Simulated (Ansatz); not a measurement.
# SiC: which structure wins at one pressure, part 2 of 2

Which of rocksalt, CsCl, zincblende, wurtzite, NiAs has the lowest enthalpy for SiC at one common pressure? Methods of the runs shown: LAPW. Companion runs by PAW are cited.

Ansatz 0.2.0; DFT PBE; a cell built from a prototype (rocksalt type), not taken from measurement. Earlier steps stand in the parts before.

## (4) Zincblende relaxed under pressure, LAPW

input.yaml

```yaml
crystal:
  lattice:
    - [0.0, 2.0677542094, 2.0677542094]
    - [2.0677542094, 0.0, 2.0677542094]
    - [2.0677542094, 2.0677542094, 0.0]
  atoms:
    - { symbol: Si, position: [0.0, 0.0, 0.0] }
    - { symbol: C, position: [0.25, 0.25, 0.25] }
kpoints:
  mp_grid: { grid: [16, 16, 16] }
scf:
  occupations: { method: fermi_dirac, width: 0.1 }
hamiltonian:
  xc: pbe
  pseudopotentials: { kind: all_electron, lapw: { basis_error: 0.0005 } }
output:
  forces: true
  stress: true
  eigenvalues: true
relax:
  f_tol: 0.005
  max_steps: 12
  cell: { p_target: 51.0, stress_tol: 0.03 }
```

Run with:

```sh
> ansatz run input.yaml --threads 1 --pin off --max-ram 3584MiB --backend cpu --events-out ev --progress --plain --runs-dir out
```

The log of the run:

```text
The last accepted step is kept in <dir> (removed where the run ends without a failure and the disk answers)
LAPW: plane waves up to 10.933 Å⁻¹, error target 5.0e-4 eV per atom; small_component_spin mean_spin; C in spheres of 0.802 Å, 6 of its electrons in bands, Dirac shells []; Si in spheres of 0.935 Å, 12 of its electrons in bands, Dirac shells []
Engine: ansatz 0.2.0
Pseudopotentials: kind: all_electron
Pseudopotential: Si, LAPW, valence charge 12, Koelling and Harmon's equation, gaussian nucleus
Pseudopotential: C, LAPW, valence charge 6, Koelling and Harmon's equation, gaussian nucleus
Functional definition: PBE
  parameter kappa = 0.804
  parameter beta = 0.06672455060314922
  exchange = pbe_x(kappa = kappa, mu = beta*pi^2/3)
  correlation = pbe_c(beta = beta)
Crystal: 2 atoms, lattice volume = 17.682 Å³
Basis set: ecut = 455.4190512731866 eV, 387 PW (Γ), exchange–correlation at level 2
Bands: 13, of which v1, the nominal top of the filled ones, is band 9 counted from 1 (8 counted from 0)
Symmetry: 24 space group operations
Space group: F-43m (ITA 216), of the structure as read, at distance tolerance 2.6e-5 Å
k-points: 145 of 4096 (time reversal used)
Non-local potential: Si, projectors of the file, none
Non-local potential: C, projectors of the file, none
Initial density: superposition of atomic densities (chi_scale 0.1, normalization cell, long waves kept (reshape's long-wave potential 0.00 eV rms))
Initial wavefunctions: plane waves of lowest kinetic energy (no species holds an atomic orbital)
Functional: x = pbe(κ = 0.804, μ = 0.2195149727645171), c = pbe(β = 0.06672455060314922)
iter 1 solved again at ethr=3.31e-2 eV; its pass at ethr=1.00e-1 eV (dr2=5.95e0 eV) is discarded
SCF iter   1: F=—  HF=-8931.385781 eV  |F-HF|=—  |Δ(HF+E_count)|=         —  Δρ=1.75e-1  dr2=5.95e0  ethr=3.31e-2  ⟨swp⟩=2.0  Hψ=13011  notcnv=0
preconditioner: auto → none  [insulator: Δε(μ)=3.661 eV  Ē_g=16.480 eV  σ=0.100 eV  W_gap=1.00  n_scr=8 (ndim 8)  ℏωp=25.0 eV  f_vac=0.000  D(μ)=0.00/eV (n_scr^D=0)  ε∞_Penn≈3.3]
iter 2 solved again at ethr=7.48e-4 eV; its pass at ethr=3.31e-2 eV (dr2=1.35e-1 eV) is discarded
SCF iter   2: F=—  HF=-8929.135982 eV  |F-HF|=—  |Δ(HF+E_count)|=    2.25e0  Δρ=3.84e-2  dr2=1.35e-1  ethr=7.48e-4  ⟨swp⟩=2.0  Hψ=9937  notcnv=0
SCF iter   3: F=—  HF=-8929.080829 eV  |F-HF|=—  |Δ(HF+E_count)|=         —  Δρ=1.78e-2  dr2=3.05e-2  ethr=7.48e-4  ⟨swp⟩=2.7  Hψ=5229  notcnv=0
the basis was enlarged: its passes take 352.3 KiB over the memory plan, 1 of 1 planned eigensolver slots
SCF iter   4: F=—  HF=-8929.078863 eV  |F-HF|=—  |Δ(HF+E_count)|=   1.97e-3  Δρ=1.46e-3  dr2=2.14e-4  ethr=1.70e-4  ⟨swp⟩=2.0  Hψ=4528  notcnv=0
SCF iter   5: F=—  HF=-8929.078928 eV  |F-HF|=—  |Δ(HF+E_count)|=   6.53e-5  Δρ=2.16e-4  dr2=3.31e-6  ethr=1.19e-6  ⟨swp⟩=3.0  Hψ=4936  notcnv=0
SCF iter   6: F=—  HF=-8929.078933 eV  |F-HF|=—  |Δ(HF+E_count)|=   4.97e-6  Δρ=4.14e-5  dr2=1.82e-7  ethr=1.84e-8  ⟨swp⟩=3.0  Hψ=5079  notcnv=0
SCF iter   7: F=-8929.078933 eV  HF=-8929.078933 eV  |F-HF|=3.77e-10  |Δ(HF+E_count)|=   1.18e-8  Δρ=1.78e-6  dr2=2.76e-10  ethr=1.01e-9  ⟨swp⟩=3.0  Hψ=4954  notcnv=0
SCF 1 converged in 7 iterations: F = -8929.078933 eV  dr2 = 2.76e-10
relax step   1: F+E_penalty+E_count = -8929.07893276 eV  Δ(F+E_penalty+E_count) = +0.000e0 eV  max|allowed force component| = 1.758e-16 eV/Å  Δτ_max = 0.0000 Å  P = +50.896 GPa  Ω = 17.682 Å³  (7 SCF iters, accepted)
Crystal: 2 atoms, lattice volume = 17.679 Å³
Basis set: ecut = 455.4684399336297 eV, 387 PW (Γ), exchange–correlation at level 2
Initial density: handed on by an earlier stage of this run
Initial wavefunctions: those handed on with the density
iter 1 solved again at ethr=2.32e-10 eV; its pass at ethr=1.00e-1 eV (dr2=4.18e-8 eV) is discarded
SCF iter   1: F=—  HF=-8929.078019 eV  |F-HF|=—  |Δ(HF+E_count)|=         —  Δρ=1.85e-5  dr2=6.37e-8  ethr=2.32e-10  ⟨swp⟩=4.0  Hψ=9264  notcnv=0
preconditioner: auto → none  [insulator: Δε(μ)=1.198 eV  Ē_g=15.546 eV  σ=0.100 eV  W_gap=0.99  n_scr=8 (ndim 8)  ℏωp=25.0 eV  f_vac=0.000  D(μ)=0.00/eV (n_scr^D=0)  ε∞_Penn≈3.6]
iter 2 solved again at ethr=1.00e-11 eV; its pass at ethr=2.32e-10 eV (dr2=1.81e-9 eV) is discarded
SCF iter   2: F=-8929.078019 eV  HF=-8929.078019 eV  |F-HF|=3.64e-11  |Δ(HF+E_count)|=   2.26e-8  Δρ=3.78e-6  dr2=1.82e-9  ethr=1.00e-11  ⟨swp⟩=2.0  Hψ=8718  notcnv=0
SCF 2 converged in 2 iterations: F = -8929.078019 eV  dr2 = 1.82e-9
relax step   2: F+E_penalty+E_count = -8929.07801860 eV  Δ(F+E_penalty+E_count) = +9.142e-4 eV  max|allowed force component| = 7.864e-17 eV/Å  Δτ_max = 0.0000 Å  P = +50.961 GPa  Ω = 17.679 Å³  (2 SCF iters, accepted)
Crystal: 2 atoms, lattice volume = 17.677 Å³
Basis set: ecut = 455.4987493051095 eV, 387 PW (Γ), exchange–correlation at level 2
iter 1 solved again at ethr=8.55e-11 eV; its pass at ethr=1.00e-1 eV (dr2=1.54e-8 eV) is discarded
SCF iter   1: F=—  HF=-8929.077457 eV  |F-HF|=—  |Δ(HF+E_count)|=         —  Δρ=1.10e-5  dr2=2.17e-8  ethr=8.55e-11  ⟨swp⟩=4.0  Hψ=9299  notcnv=0
iter 2 solved again at ethr=8.44e-12 eV; its pass at ethr=8.55e-11 eV (dr2=1.52e-9 eV) is discarded
SCF iter   2: F=-8929.077457 eV  HF=-8929.077457 eV  |F-HF|=4.97e-10  |Δ(HF+E_count)|=   4.45e-9  Δρ=3.53e-6  dr2=1.52e-9  ethr=8.44e-12  ⟨swp⟩=2.0  Hψ=8706  notcnv=0
SCF 3 converged in 2 iterations: F = -8929.077457 eV  dr2 = 1.52e-9
relax step   3: F+E_penalty+E_count = -8929.07745714 eV  Δ(F+E_penalty+E_count) = +5.615e-4 eV  max|allowed force component| = 7.401e-17 eV/Å  Δτ_max = 0.0000 Å  P = +50.999 GPa  Ω = 17.677 Å³  (2 SCF iters, accepted)
iter 1 solved again at ethr=8.45e-12 eV; its pass at ethr=1.00e-1 eV (dr2=1.52e-9 eV) is discarded
SCF iter   1: F=—  HF=-8929.077457 eV  |F-HF|=—  |Δ(HF+E_count)|=         —  Δρ=3.53e-6  dr2=1.52e-9  ethr=8.45e-12  ⟨swp⟩=3.0  Hψ=8782  notcnv=0
SCF iter   2: F=-8929.077457 eV  HF=-8929.077457 eV  |F-HF|=2.56e-10  |Δ(HF+E_count)|=   1.06e-9  Δρ=1.82e-6  dr2=3.54e-10  ethr=8.45e-12  ⟨swp⟩=2.0  Hψ=4498  notcnv=0
SCF 4 converged in 2 iterations: F = -8929.077457 eV  dr2 = 3.54e-10
relax step   4: F+E_penalty+E_count = -8929.07745715 eV  Δ(F+E_penalty+E_count) = -6.115e-9 eV  max|allowed force component| = 6.014e-17 eV/Å  Δτ_max = 0.0000 Å  P = +50.999 GPa  Ω = 17.677 Å³  stress off target by 8.97e-4 GPa  SCF on the basis re-selected at this cell (its energy is not comparable with the rows above)  (2 SCF iters)
basis re-selected at this cell: Δ(F+E_penalty+E_count) = -6.115e-9 eV, ΔP = -0.000 GPa vs the last step (what re-selecting the basis moved, after the strain that the cell walked since its last selection, with what the two solves' SCF thresholds leave and, on support functions, any second-order correction that the steps lacked; it is no measure of the basis error at this ecutwfc). This SCF's stress stands 8.97e-4 GPa from its target on what of the cell is left free (relax.cell.stress_tol is 3.00e-2 GPa) and its largest allowed force component is 6.01e-17 eV/Å (relax.f_tol is 5.00e-3 eV/Å): within both
SCF converged after 2 iterations
Free energy (F): -8929.077457 eV
Harris-Foulkes:  -8929.077457 eV  (|F-HF|=2.56e-10)
Internal energy: -8929.077427 eV  (E = F + TS)
E sigma→0 (E₀):  -8929.077442 eV
Entropy (-TS):   -0.000030 eV (-0.015 meV/atom)
Fermi energy:    13.791692 eV
--- Per-component energies (eV) ---
  E_band       = -1138.059317
  E_kinetic    = 8963.774095
  E_xc         = -721.143978
  E_electrostatic = -17171.707545  (all electrons and nuclei)
  E_smearing   = -0.000030  (= −TS)
  E_closure    = 0.000000  (closes the sum)
  E_atoms      = -8914.489707  (free atoms, spherical and without spin; not in F)
  Σ components = -8929.077457   (vs F -8929.077457, Δ=0.00e0)
  Basis errors (estimates in eV, not in F): energy 2.7e-4 per atom: plane waves 2.5e-4 (1.6e-4 summed), levels above the bands 4.7e-51, relativity 1.5e-8, radial functions 2.3e-5, core shells 1.5e-12; eigenvalues (radial functions only) 6.6e-7; not estimated: angular momenta, meshes, grids; target (lapw.basis_error) 5.0e-4; muffin-tin radii C 0.802 Å, Si 0.934 Å
--- Forces (eV/Å), atoms counted from 1 ---
  atom   1  Si     0.00000000    -0.00000000    -0.00000000
  atom   2  C      0.00000000     0.00000000     0.00000000
  max |Σ_I F_I| component: 1.85e-17 eV/Å
--- Stress (GPa, compression-positive) ---
       50.999103       0.000000      -0.000000
        0.000000      50.999103       0.000000
       -0.000000       0.000000      50.999103
  P = ⅓ Tr σ = 50.9991 GPa (509.991 kbar)
--- Band table (eV; the first three rows and the last of 145) ---
  k-point 0: bands = ["-249.6448", "-119.5776", "-75.6078", "-75.6078", "-75.6078", "-3.6241", "13.0729", "13.0729", "13.0729", "21.1670", "21.5561", "21.5561", "21.5561"]
  k-point 1: bands = ["-249.6448", "-119.5776", "-75.6079", "-75.6078", "-75.6078", "-3.5377", "12.6400", "13.0172", "13.0172", "21.1832", "21.6701", "21.6701", "21.7667"]
  k-point 2: bands = ["-249.6448", "-119.5775", "-75.6083", "-75.6079", "-75.6079", "-3.2795", "11.5326", "12.8675", "12.8675", "21.0122", "21.9355", "21.9355", "22.4566"]
  k-point 144: bands = ["-249.6448", "-119.5771", "-75.6105", "-75.6103", "-75.6094", "2.5023", "5.8227", "7.3304", "7.7568", "18.5114", "23.6060", "23.8283", "24.3294"]
--- Relaxed structure (3 steps of the walk, 3 accepted, 1 SCFs on fresh bases) ---
  F+E_penalty+E_count = -8929.07745715 eV   max|allowed force component| = 6.014e-17 eV/Å   (the final SCF, on the basis selected at the relaxed cell)
  cell:  # Å, volume = 17.6772 Å³
    - [-9.71305293770722e-34, 2.0675733053356034, 2.0675733053356034]
    - [2.0675733053356034, 2.6941779623935434e-33, 2.0675733053356034]
    - [2.0675733053356034, 2.0675733053356034, 2.550870623968355e-33]
  atoms:
    - { symbol: Si, position: [-2.5735092380377968e-34, 2.5444026302560312e-34, 2.8888308223402605e-34] }
    - { symbol: C, position: [0.25, 0.25, 0.25] }
```

Wall time 71 s (1 thread of Arm Neoverse V2, shared host); peak memory 0.4 GiB.

The steps of the relaxation:

```tsv
step	energy from step 1 (eV/cell)	largest force component (eV/Å)	pressure (GPa)	volume (Å³)
1	0.0000	0.0000	50.90	17.68
2	0.0009	0.0000	50.96	17.68
3	0.0015	0.0000	51.00	17.68
4	0.0015	0.0000	51.00	17.68
```

Step 1 is the start. Step 4 repeats the geometry before on a plane-wave basis chosen anew for that cell, so the energy can jump there without any move; the table keeps such jumps.

| input's cell | before | after | change |
| --- | --- | --- | --- |
| a (Å) | 2.924 | 2.924 | -0.0 % |
| b (Å) | 2.924 | 2.924 | -0.0 % |
| c (Å) | 2.924 | 2.924 | -0.0 % |
| volume (Å³/atom) | 8.84 | 8.84 | -0.0 % |

Result: pressure 51.00 GPa; gap on the k mesh 1.20 eV.

## (5) Wurtzite at the cell that PAW relaxed, LAPW

input.yaml

```yaml
crystal:
  lattice:
    - [2.9218300164, 0.0, 0.0]
    - [-1.4609150082, 2.5303790197, 0.0]
    - [0.0, 0.0, 4.7862657359]
  atoms:
    - { symbol: Si, position: [0.3333333333, 0.6666666667, 4.74551e-05] }
    - { symbol: Si, position: [0.6666666667, 0.3333333333, 0.5000474551] }
    - { symbol: C, position: [0.3333333333, 0.6666666667, 0.3759525449] }
    - { symbol: C, position: [0.6666666667, 0.3333333333, 0.8759525449] }
kpoints:
  mp_grid: { grid: [12, 12, 7] }
scf:
  occupations: { method: fermi_dirac, width: 0.1 }
hamiltonian:
  xc: pbe
  pseudopotentials: { kind: all_electron, lapw: { basis_error: 0.0005 } }
output:
  forces: true
  stress: true
  eigenvalues: true
  populations: true
```

Run with:

```sh
> ansatz run input.yaml --threads 1 --pin off --max-ram 3584MiB --backend cpu --events-out ev --progress --plain --runs-dir out
```

The log of the run, cut to the lines that bear on the results:

```text
Si: projections on atomic orbitals take those of the free atom 1s2 2s2 2p6 3s2 3p2, of charge +0.00 (hamiltonian.pseudopotentials.projection_atoms)
C: projections on atomic orbitals take those of the free atom 1s2 2s2 2p2, of charge +0.00 (hamiltonian.pseudopotentials.projection_atoms)
LAPW: plane waves up to 10.593 Å⁻¹, error target 5.0e-4 eV per atom; small_component_spin mean_spin; C in spheres of 0.830 Å, 6 of its electrons in bands, Dirac shells []; Si in spheres of 0.958 Å, 12 of its electrons in bands, Dirac shells []
[...]
[... 4 set-up lines as earlier in the session ...]
[...]
Crystal: 4 atoms, lattice volume = 35.386 Å³
[...]
SCF converged after 7 iterations
Free energy (F): -17858.148095 eV
[...]
E sigma→0 (E₀):  -17858.148094 eV
Entropy (-TS):   -0.000001 eV (-0.000 meV/atom)
Fermi energy:    14.305979 eV
[...]
--- Forces (eV/Å), atoms counted from 1 ---
  atom   1  Si    -0.00000000    -0.00000000     0.00058974
  atom   2  Si    -0.00000000     0.00000000     0.00058974
  atom   3  C     -0.00000000    -0.00000000    -0.00061882
  atom   4  C      0.00000000     0.00000000    -0.00061882
[...]
--- Stress (GPa, compression-positive) ---
       50.887698       0.000000       0.000000
        0.000000      50.887698       0.000000
       -0.000000       0.000000      50.935496
  P = ⅓ Tr σ = 50.9036 GPa (509.036 kbar)
--- Band table (eV; the first three rows and the last of 76) ---
[... band rows left out ...]
[...]
--- Löwdin populations: 4 sites ---
  site symbol       q [e]
     0     Si     12.8238
     1     Si     12.8238
     2      C      7.0930
     3      C      7.0930
  spilling = 0.004161 (of n_electrons = 40.000000)
```

Run time: 53 s. Hardware: 1 thread of Arm Neoverse V2, shared host; peak memory 0.44 GiB.

This run gives: pressure 50.90 GPa; gap on the k mesh 1.99 eV.

## (6) NiAs at the cell that PAW relaxed, LAPW

input.yaml

```yaml
crystal:
  lattice:
    - [2.7222762586, 0.0, 0.0]
    - [-1.3611381293, 2.357560396, 0.0]
    - [0.0, 0.0, 4.5491082737]
  atoms:
    - { symbol: Si, position: [0.0, 0.0, 0.0] }
    - { symbol: Si, position: [0.0, 0.0, 0.5] }
    - { symbol: C, position: [0.3333333333, 0.6666666667, 0.25] }
    - { symbol: C, position: [0.6666666667, 0.3333333333, 0.75] }
kpoints:
  mp_grid: { grid: [12, 12, 7] }
scf:
  occupations: { method: fermi_dirac, width: 0.1 }
hamiltonian:
  xc: pbe
  pseudopotentials: { kind: all_electron, lapw: { basis_error: 0.0005 } }
output:
  forces: true
  stress: true
  eigenvalues: true
  populations: true
```

Run with:

```sh
> ansatz run input.yaml --threads 1 --pin off --max-ram 3584MiB --backend cpu --events-out ev --progress --plain --runs-dir out
```

The log of the run, cut to the lines that bear on the results:

```text
Si: projections on atomic orbitals take those of the free atom 1s2 2s2 2p6 3s2 3p2, of charge +0.00 (hamiltonian.pseudopotentials.projection_atoms)
C: projections on atomic orbitals take those of the free atom 1s2 2s2 2p2, of charge +0.00 (hamiltonian.pseudopotentials.projection_atoms)
LAPW: plane waves up to 9.693 Å⁻¹, error target 5.0e-4 eV per atom; small_component_spin mean_spin; C in spheres of 0.914 Å, 6 of its electrons in bands, Dirac shells []; Si in spheres of 1.026 Å, 12 of its electrons in bands, Dirac shells []
[...]
[... 4 set-up lines as earlier in the session ...]
[...]
Crystal: 4 atoms, lattice volume = 29.196 Å³
[...]
SCF converged after 7 iterations
Free energy (F): -17855.286302 eV
[...]
E sigma→0 (E₀):  -17855.282302 eV
Entropy (-TS):   -0.008000 eV (-2.000 meV/atom)
Fermi energy:    18.041068 eV
[...]
--- Forces (eV/Å), atoms counted from 1 ---
  atom   1  Si    -0.00000000     0.00000000     0.00000000
  atom   2  Si     0.00000000    -0.00000000    -0.00000000
  atom   3  C      0.00000000     0.00000000     0.00000000
  atom   4  C      0.00000000    -0.00000000     0.00000000
[...]
--- Stress (GPa, compression-positive) ---
       51.162678       0.000000       0.000000
        0.000000      51.162678       0.000000
        0.000000       0.000000      51.213357
  P = ⅓ Tr σ = 51.1796 GPa (511.796 kbar)
--- Band table (eV; the first three rows and the last of 76) ---
[... band rows left out ...]
[...]
--- Löwdin populations: 4 sites ---
  site symbol       q [e]
     0     Si     12.7899
     1     Si     12.7899
     2      C      7.0696
     3      C      7.0696
  spilling = 0.007024 (of n_electrons = 40.000000)
```

Wall time 22 s (1 thread of Arm Neoverse V2, shared host); peak memory 0.43 GiB.

Read from it: pressure 51.18 GPa; no gap.

## (7) The series in one table

The PAW rows are taken from companion runs at the same settings.

Enthalpy per atom, H = F + pV at p = 51 GPa, from each method's lowest phase:

| method | start | space group, start → end | volume (Å³/atom) | pressure (GPa) | enthalpy (meV/atom) |
| --- | --- | --- | --- | --- | --- |
| LAPW | rocksalt | Fm-3m → Fm-3m | 7.193 | 51.0 | 143.4 |
| LAPW | CsCl | Pm-3m → Pm-3m | 7.592 | 51.0 | 1655.8 |
| LAPW | zincblende | F-43m → F-43m | 8.839 | 51.0 | 0.0 |
| LAPW, at PAW's cell | wurtzite | P6_3mc | 8.847 | 50.9 | 4.3 |
| LAPW, at PAW's cell | NiAs | P6_3/mmc | 7.299 | 51.2 | 227.1 |
| PAW | rocksalt | Fm-3m → Fm-3m | 7.190 | 51.0 | 140.7 |
| PAW | CsCl | Pm-3m → Pm-3m | 7.589 | 51.0 | 1655.5 |
| PAW | zincblende | F-43m → F-43m | 8.841 | 51.0 | 0.0 |
| PAW | wurtzite | P6_3mc → P6_3mc | 8.847 | 51.0 | 4.1 |
| PAW | NiAs | P6_3/mmc → P6_3/mmc | 7.299 | 51.0 | 224.6 |

## (8) What came out

The summary covers parts 1 to 2.

```
     quantity                                    value
     pressure                                   51 GPa
lowest (LAPW)  zincblende, 4.3 meV/atom under wurtzite
 lowest (PAW)  zincblende, 4.1 meV/atom under wurtzite
```

What this shows: By LAPW the order is zincblende < wurtzite < rocksalt < NiAs < CsCl. By PAW the order is zincblende < wurtzite < rocksalt < NiAs < CsCl. The methods agree on the lowest phase. Only these structures were tried, with electrons smeared by 0.1 eV and without vibrations, so the true ground state may be another. The k meshes differ between phases and weren't tested, which can move differences by some meV.
